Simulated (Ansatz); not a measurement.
**CsPbI3: pressure series**

Take CsPbI₃ in the cubic perovskite structure (space group Pm-3m, No. 221) as the base.

Space group Pm-3m (No. 221); a = b = c = 6.3905 Å, α = β = γ = 90.00°

```tsv
atom	site	symmetry	x	y	z
Cs	1a	m-3m	0.0000	0.0000	0.0000
Pb	1b	m-3m	0.5000	0.5000	0.5000
I	3c	4/mm.m	0.0000	0.5000	0.5000
```

Cell and atoms are relaxed at each pressure.

All numbers come from Ansatz (a program for electronic structure) PBE, spin-orbit coupling left out.

Task: Only one of these keeps a band gap. Which?
A. pressure 60 GPa
B. pressure 18 GPa
C. pressure −2 GPa
D. pressure 45 GPa

Result: C, pressure −2 GPa. Computed: pressure 45 GPa: zero; pressure 18 GPa: zero; pressure −2 GPa: 1.84 eV; pressure 60 GPa: zero

A case with no gap was solved on a k-mesh chosen for an insulator, which is coarse for it. With I and Pb present, leaving out spin-orbit coupling can change the band edges. Load acts through the strain it causes; cell and atoms are relaxed under it. Stability against distortions was not tested. Competing high-pressure phases were not computed. All final runs are without spin polarisation. Many cubic perovskites are stable only at high temperature; tilts and polar distortions were not tested. This is not the structure that CsPbI3 has at room temperature and ambient pressure. A zero or small gap of CsPbI3 under pressure 45 GPa, CsPbI3 under pressure 18 GPa and CsPbI3 under pressure 60 GPa can be the functional's error rather than a property of the material.
